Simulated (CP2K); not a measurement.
The system is SrCl2.

```xyz
3
Lattice="4.9333 0.0000 0.0000 2.4666 4.2723 0.0000 2.4666 1.4241 4.0280" Properties=species:S:1:pos:R:3 pbc="T T T"
Sr    0.0000    0.0000    0.0000
Cl    7.3999    4.2723    3.0210
Cl    2.4666    1.4241    1.0070
```

Base run:

* Program: CP2K 2026.2
* Functional: TASK
* Potentials or basis: POTENTIAL_UZH Sr GTH-SCAN-q10, Cl GTH-SCAN-q7; TZVP-MOLOPT-SCAN-GTH basis
* Density cutoff: 17687 eV
* k mesh: 7 × 7 × 7
* Occupations: fermi-dirac, width 0.05 eV
* Spin: no spin polarisation

Its results: band gap on the k mesh 7.93 eV, indirect (least direct gap 8.02 eV); pressure 8.3 GPa.

Task: The run is repeated on the same cell with these changes: functional from TASK to r2SCAN; ngrids from 5 to 4. What comes out?

Result: Band gap on the k mesh 5.97 eV, indirect (least direct gap 6.28 eV); pressure 0.6 GPa.

Caveats: the basis of atomic orbitals isn't converged, which shifts pressures, moduli and gaps; the potentials were made for another functional, which shifts forces and pressure (some runs); the mesh misses the band edges, which the band path finds closer together (some runs).
